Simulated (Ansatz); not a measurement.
A crystal relaxed with r2SCAN in Ansatz 0.2.0 has space group Fm-3m (No. 225) and a = 5.935 Å.

| atom | site | x | y | z |
| --- | --- | --- | --- | --- |
| Xx | 4a | 0.0000 | 0.0000 | 0.0000 |
| Se | 4b | 0.5000 | 0.0000 | 0.0000 |

r2SCAN gives an indirect gap of 2.52 eV, from Γ to X; the least direct gap is 3.46 eV at X. With HSE06 the valence top lies at Γ and the conduction bottom at X, 3.00 eV higher; the smallest vertical gap, at X, is 4.03 eV. Meshes: r2SCAN 8×8×8, HSE06 6×6×6. r2SCAN's ε∞ is 5.1 in all directions.

**Question.** Which element is Xx?
A. Sr
B. Ba
C. Ca
D. Be

**Answer.** C. Xx is Ca: CaSe (started from an entry of an open crystallographic database). Ca has 6 Se at 2.97 Å; Se has 6 Ca at 2.97 Å.

No spin polarisation and no zero-point or thermal motion.

The runs are scalar-relativistic, without spin-orbit coupling.

The meshes of the hybrids are coarse, so their gaps aren't converged to the digits shown.
